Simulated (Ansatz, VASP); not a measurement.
Cl in VASP and in Ansatz

File POSCAR:

```
Cl
1.0
    3.2936102132      0.0000000000      0.0000000000
   -1.6468051066      2.8523501148      0.0000000000
    0.0000000000      0.0000000000      3.0774670430
Cl
1
Direct
    0.0000000000      0.0000000000      0.0000000000
```

File INCAR.step1:

```
SYSTEM = Cl
  PREC = Accurate
  ENCUT = 520
  ISMEAR = 0
  SIGMA = 0.1
  LREAL = .False.
  LASPH = .True.
  NELM = 100
  NBANDS = 10
  GGA = PE
  ALGO = Normal
  EDIFF = 1E-4
  LWAVE = .True.
  LCHARG = .False.
```

Contents of INCAR.step2:

```
SYSTEM = Cl
  PREC = Accurate
  ENCUT = 520
  EDIFF = 1E-6
  ISMEAR = 0
  SIGMA = 0.1
  LREAL = .False.
  LASPH = .True.
  NELM = 100
  ALGO = Normal
  ISIF = 2
  LWAVE = .False.
  LCHARG = .True.
  METAGGA = R2SCAN
  LMIXTAU = .True.
  LELF = .True.
  LVHAR = .True.
  NBANDS = 10
  ISTART = 1
```

KPOINTS

```
regular mesh
0
Gamma
  6 6 6
  0 0 0
```

Input for Ansatz:

```yaml
crystal:
  lattice:
    - [3.2936102132, 0.0, 0.0]
    - [-1.6468051066, 2.8523501148, 0.0]
    - [0.0, 0.0, 3.077467043]
  atoms:
    - { symbol: Cl, position: [0.0, 0.0, 0.0] }
basis:
  ecutwfc: 500
kpoints:
  mp_grid: { grid: [6, 6, 6] }
hamiltonian:
  xc: r2scan
scf:
  occupations: { method: gaussian, width: 0.1 }
  lower_state_search: "off"
output:
  forces: true
  stress: true
  eigenvalues: true
```

Alike in both runs: task single point; functional r2SCAN; k mesh 6 × 6 × 6; occupations gaussian, width 0.1 eV; no spin polarisation.

```csv
,VASP,Ansatz
version,VASP 6.6.1,Ansatz 0.2.0
potentials or method,"VASP PAW PBE potentials, release 64 (Cl)","scalar-relativistic, plane waves, PAW"
plane-wave cutoff (eV),520,500
valence electrons in the cell,7,7
```

Ansatz gave:

```
gap on the k mesh at the Fermi level (eV)       : none
pressure (GPa)                                  : -5.5
largest component of the traceless stress (GPa) : 1.98
```

**Question.** Estimate VASP's values.

**Answer.** gap on the k mesh at the Fermi level (eV): none; pressure (GPa): -5.5; largest component of the traceless stress (GPa): 1.99.

A gap of «none» marks a metal or a gap that the smearing closes.

Caveats: the k mesh is coarse (spacing up to 0.37 Å⁻¹), so the values aren't converged; the PAW data sets were made with another functional, which shifts forces and pressure a little (VASP); an odd number of electrons without spin polarisation forces a metal; a magnetic or distorted state may lie lower.
